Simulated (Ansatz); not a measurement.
# GaSb: what the numbers say

**What was measured.** A printed reference work, monograph reports, for a bulk crystal of GaSb at 300 K: lattice constant a 6.09612 Å.

From a printed reference work, data compilation, for a bulk crystal of GaSb at 4.2 K: band gap 0.811 eV (direct).

The results are compared with them further down.

Computed with Ansatz (plane waves, PAW, 500 eV cutoff): r²SCAN, scalar-relativistic, no spin polarisation, 10×10×10 k-mesh, Gaussian smearing of 0.05 eV. The datasets are Ansatz's generated set soft_2.

The chain of runs began from a cell as deposited in COD, expanded in volume. Of that entry: the entry's cell lengths or inner coordinates differ somewhat from later room-temperature determinations.

The relaxed structure (symmetry read at 0.01 Å). The structure is cubic, space group F-43m (No. 216). The conventional cell has a = 6.131 Å, b = 6.131 Å, c = 6.131 Å, α = 90.00°, β = 90.00°, γ = 90.00°. Around Ga (site symmetry -43m) lie 4 Sb at 2.65 Å. Sb (site symmetry -43m) is surrounded by 4 Ga at 2.65 Å. (Shells end 15 % past the nearest neighbour.)

Results at this level of theory:

```
Volume                                                : 28.81 Å³/atom
Band gap                                              : 0.42 eV
Smallest direct gap                                   : 0.42 eV
Bader charges                                         : Ga 0.37; Sb -0.37 e
Formation energy from the elements (0 K, uncorrected) : -0.24 eV/atom
```

Formal charges Ga³⁺, Sb³⁻ balance and leave closed shells on every ion, so a band insulator is expected, and the gap is 0.42 eV.

It is direct, 0.42 eV. Within 0.6 eV of the edges the projected states are 73 % Sb 5p at the top of the valence band and 35 % Ga 4s at the bottom of the conduction band. The conduction edge mixes several shells, so no single label fits the gap.

**Against experiment.** Measured lattice constant a of GaSb: 6.09612 Å (300 K; a printed reference work, monograph). This calculation gives 6.131 Å (+0.6 %). The calculation is for a static lattice, without zero-point motion or thermal expansion. A measured gap of GaSb is 0.811 eV (direct; 4.2 K; a printed reference work, data compilation); the calculated 0.42 eV misses it by -0.40 eV. Kohn–Sham gaps of semilocal functionals mostly fall below measured ones. Spin–orbit coupling is left out here. Temperature and excitons aren't in the calculation.

Spin–orbit coupling, which matters for such heavy elements, is left out.
